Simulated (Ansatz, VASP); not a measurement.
# Two plane-wave programs on BN

The input INCAR:

```
ALGO = Normal ; EDIFF = 1E-7
ENCUT = 520 ; GGA = PE
ISIF = 2 ; ISMEAR = 0
LASPH = True ; LCHARG = False
LREAL = False ; LWAVE = False
NBANDS = 11 ; NELM = 60
PREC = Accurate ; SIGMA = 0.05
```

The input KPOINTS:

```
k-points
0
Gamma
  12 12 12
```

File POSCAR:

```
BN
1.0
    0.0000000000      2.0129558605      1.6780225580
    1.6780225580      0.0000000000      1.6780225580
    1.6780225580      2.0129558605      0.0000000000
B N
1 1
Direct
    0.0000000000      0.0000000000      0.0000000000
    0.7500000000      0.7500000000      0.7500000000
```

Input for Ansatz:

```yaml
crystal:
  lattice:
    - [0.0, 2.0129558605, 1.678022558]
    - [1.678022558, 0.0, 1.678022558]
    - [1.678022558, 2.0129558605, 0.0]
  atoms:
    - { symbol: B, position: [0.0, 0.0, 0.0] }
    - { symbol: "N", position: [0.75, 0.75, 0.75] }
basis:
  ecutwfc: 520.0
kpoints:
  mp_grid: { grid: [12, 12, 12] }
hamiltonian:
  xc: pbe
scf:
  occupations: { method: gaussian, width: 0.05 }
output:
  forces: true
  stress: true
  eigenvalues: true
```

Alike in both runs: task single point; functional PBE; k mesh 12 × 12 × 12; occupations gaussian, width 0.05 eV; no spin polarisation.

|  | VASP | Ansatz |
| --- | --- | --- |
| version | VASP 6.6.1 | Ansatz 0.2.0 |
| potentials or method | VASP PAW PBE potentials, release 64 (B, N) | scalar-relativistic, plane waves, PAW |
| plane-wave cutoff (eV) | 520 | 520 |
| valence electrons in the cell | 8 | 8 |

Ansatz gave:

| Property | Result |
| --- | --- |
| gap on the k mesh at the Fermi level (eV) | 2.78 |
| least direct gap on the mesh (eV) | 7.18 |
| pressure (GPa) | 20.2 |
| largest component of the traceless stress (GPa) | 97.56 |

**Question.** Which values does VASP return?

**Answer.** gap on the k mesh at the Fermi level (eV): 2.77; least direct gap on the mesh (eV): 7.17; pressure (GPa): 20.4; largest component of the traceless stress (GPa): 97.58.

The functional is the same, so the differences come from potentials, cutoffs and numerics.

Caveats: so large a pressure means that the cell lies far from this level's equilibrium, or that cutoff or potentials fall short (VASP). A k mesh can miss the band edges.
